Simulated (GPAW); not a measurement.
Input of a GPAW 26.7.0 run:

The input run.py:

```python
from ase import Atoms
from ase.filters import FrechetCellFilter
from ase.io import write
from ase.optimize import BFGS
from ase.units import GPa
from gpaw import GPAW, PW, setup_paths

setup_paths.insert(0, '.')

atoms = Atoms(['Zn', 'Zn'],
              cell=[[2.67, 0.0, 0.0],
                    [-1.335, 2.3122878281, 0.0],
                    [0.0, 0.0, 4.966]],
              scaled_positions=[[0.6666666667, 0.3333333333, 0.75],
                                [0.3333333333, 0.6666666667, 0.25]],
              pbc=True)

calc = GPAW(mode=PW(600),
            xc='PBEsol',
            kpts={'size': (8, 8, 4), 'gamma': True},
            occupations={'name': 'fermi-dirac', 'width': 0.05},
            nbands=21,
            convergence={'density': 1e-05, 'forces': 0.0001},
            maxiter=150,
            txt='gpaw.txt')
atoms.calc = calc
opt = BFGS(FrechetCellFilter(atoms, scalar_pressure=10 * GPa), trajectory='relax.traj', logfile='-')
done = opt.run(fmax=0.02, steps=60)
calc.write('gs.gpw')
write('result.traj', atoms)
print('Converged:', done)
print('Cell:', atoms.cell.cellpar().round(4))
print('Volume:', round(atoms.get_volume(), 4))
print(atoms.get_scaled_positions().round(5))
```

Potentials or basis: PAW data sets generated in the run's folder for this functional, pw.

Launch:

```bash
$ gpaw-setup -f PBEsol Zn
$ OMP_NUM_THREADS=1 python run.py
```

(1) Predict the relaxed cell.

(2) Estimate the space group after relaxing (to 0.05 Å).

(3) What does it give for the band gap on the k mesh?

## Answers

(1) a = 2.611 Å, b = 2.611 Å, c = 4.345 Å, α = 90.00°, β = 90.00°, γ = 120.00°.

(2) P6_3/mmc (No. 194).

(3) none (metal or under the smearing width).

Caveat: later steps reuse the first step's grids.
